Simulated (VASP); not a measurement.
HgSe:

```xyz
2
Lattice="0.0000 3.0390 3.0390 3.0390 0.0000 3.0390 3.0390 3.0390 0.0000" Properties=species:S:1:pos:R:3 pbc="T T T"
Hg    0.0000    0.0000    0.0000
Se    4.5585    4.5585    4.5585
```

```yaml
Program: VASP 6.6.1
Task: relaxation of cell and atoms
Functional: PW91
Potentials_or_basis: VASP PAW PBE potentials, release 64 (Hg, Se)
Cutoff: 600 eV
k_mesh: 8 × 8 × 8
Occupations: fermi-dirac, width 0.05 eV
Spin: no spin polarisation
```

At the start: pressure 5.2 GPa; volume 28.07 Å³/atom.

Task: How do energy, volume and symmetry change on relaxing?

Result: Over 3 steps the energy falls by 40.8 meV/atom and the volume is 30.83 Å³/atom (+9.8 %); space group F-43m (No. 216, to 0.05 Å).

The path:
```csv
step,energy change (eV),largest force (eV/Å),pressure (GPa),volume (Å³)
1,0.0000,0.0000,5.18,56.13
2,-0.0722,0.0000,-1.35,63.83
3,-0.0816,0.0000,0.02,61.66
```

Final structure:
```
CELL_PARAMETERS angstrom
0.00000 3.13564 3.13564
3.13564 0.00000 3.13564
3.13564 3.13564 0.00000
ATOMIC_POSITIONS crystal
Hg 0.00000 0.00000 0.00000
Se 0.75000 0.75000 0.75000
```

Caveat: the PAW data sets were made with another functional, which shifts forces and pressure a little.
